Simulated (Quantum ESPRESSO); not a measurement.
Crystal: AlCo.

```
CELL_PARAMETERS angstrom
2.81940 0.00000 0.00000
0.00000 2.81940 0.00000
0.00000 0.00000 2.81940
ATOMIC_POSITIONS crystal
Co 0.50000 0.50000 0.50000
Al 0.00000 0.00000 0.00000
```

The cell is a database's computed one.

- Program: Quantum ESPRESSO 7.5
- Task: Hubbard U by linear response
- Functional: WC
- Potentials or basis: SPMS 1.0 PBE
- Cutoff: 952 eV
- Density cutoff: 3810 eV
- k mesh: 8 × 8 × 8
- Occupations: methfessel-paxton, width 0.272 eV
- Spin: collinear spin, ferromagnetic start
- Starting moments: [2.0, 0.0] μB
- Hubbard terms: Co d U = 6 eV
- Start of the occupations: default
- Hubbard projectors: ortho-atomic
- Mixing beta: 0.3
- Most SCF iterations: 120
- SCF threshold: 4e-10 Ry
- Diagonalization: paro
- Mixing ndim: 4
- q mesh: 1 × 1 × 1

Question: What Hubbard parameters does linear response give?

Answer: U = 4.16 eV on Co 3d. The values belong to these projectors, potentials and this ground state, and don't carry over to other codes.

Hubbard U from linear response:
```csv
site,manifold,U (eV)
1,Co-3d,4.16
```
On the first site the bare response is -0.217 and the screened one -0.114 eV⁻¹.

Eigenvalues of the final occupation matrices:
```
   site  spin  trace               eigenvalues
Co 1 3d     1   4.72  0.93 0.93 0.93 0.96 0.96
Co 1 3d     2   3.29  0.27 0.27 0.92 0.92 0.92
```

Caveat: the computed U isn't converged in cell size; the U is typed as a test and isn't derived for this compound.
